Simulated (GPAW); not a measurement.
Crystal: InAs.

```
CELL_PARAMETERS angstrom
0.00000 3.01800 3.01800
3.01800 0.00000 3.01800
3.01800 3.01800 0.00000
ATOMIC_POSITIONS crystal
In 0.00000 0.00000 0.00000
As 0.75000 0.75000 0.75000
```

```yaml
Program: GPAW 26.7.0
Task: relaxation of cell and atoms
Functional: PBE
Potentials_or_basis: GPAW PAW data sets (gpaw-data 1.2.1)
Cutoff: 600 eV
Basis: pw
k_mesh: 6 × 6 × 6
Occupations: fermi-dirac, width 0.05 eV
Spin: no spin polarisation
```

At the start: pressure 4.1 GPa; volume 27.49 Å³/atom.

Question: How do energy, volume and symmetry change on relaxing?

Answer: Over 4 steps the energy falls by 24.5 meV/atom and the volume is 29.48 Å³/atom (+7.3 %); space group F-43m (No. 216, to 0.05 Å).

Step by step:
```csv
step,energy change (eV),largest force (eV/Å),pressure (GPa),volume (Å³)
1,0.0000,0.0000,4.11,54.98
2,-0.0190,0.0000,3.12,55.81
3,-0.0486,0.0000,0.24,58.70
4,-0.0489,0.0000,0.02,58.97
```

Final structure:
```yaml
crystal:
  lattice:
    - [0.00000, 3.08934, 3.08934]
    - [3.08934, 0.00000, 3.08934]
    - [3.08934, 3.08934, 0.00000]
  atoms:
    - { symbol: In, position: [0.00000, 0.00000, 0.00000] }
    - { symbol: As, position: [0.75000, 0.75000, 0.75000] }
```

Caveat: later steps reuse the first step's grids.
